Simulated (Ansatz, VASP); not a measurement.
## SnTe in VASP and in Ansatz

```xyz
2
Lattice="0.0000 3.1260 3.1260 3.1260 0.0000 3.1260 3.1260 3.1260 0.0000" Properties=species:S:1:pos:R:3 pbc="T T T"
Sn   -0.0718    0.0000    0.0000
Te    3.1928    3.1260    3.1260
```

Change from the starting cell: mode 1 frozen in at -0.074 Å, equal normal strain along x, y and z -0.0250.

Alike in both runs: task single point; functional PBE; k mesh 10 × 10 × 10; occupations gaussian, width 0.03 eV; no spin polarisation.

|  | VASP | Ansatz |
| --- | --- | --- |
| version | VASP 6.6.1 | Ansatz 0.2.0 |
| potentials or method | VASP PAW PBE potentials, release 64 (Sn_d, Te) | scalar-relativistic, plane waves, PAW |
| plane-wave cutoff (eV) | 520 | 420 |
| valence electrons in the cell | 20 | 30 |

Ansatz gave:

* gap on the k mesh at the Fermi level (eV): 0.39
* least direct gap on the mesh (eV): 0.39
* pressure (GPa): 3.8
* largest component of the traceless stress (GPa): 0.43
* rms of the force components (eV/Å): 0.074

Task: What did VASP give for the same quantities?

Result: gap on the k mesh at the Fermi level (eV): 0.39; least direct gap on the mesh (eV): 0.39; pressure (GPa): 3.8; largest component of the traceless stress (GPa): 0.43; rms of the force components (eV/Å): 0.077.

Atom by atom the forces differ by 0.003 eV/Å (rms over components). The two sets of potentials don't hold the same shells in valence.

Caveats: spin-orbit coupling is left out, which moves the levels of the heavy elements. A k mesh can miss the band edges.
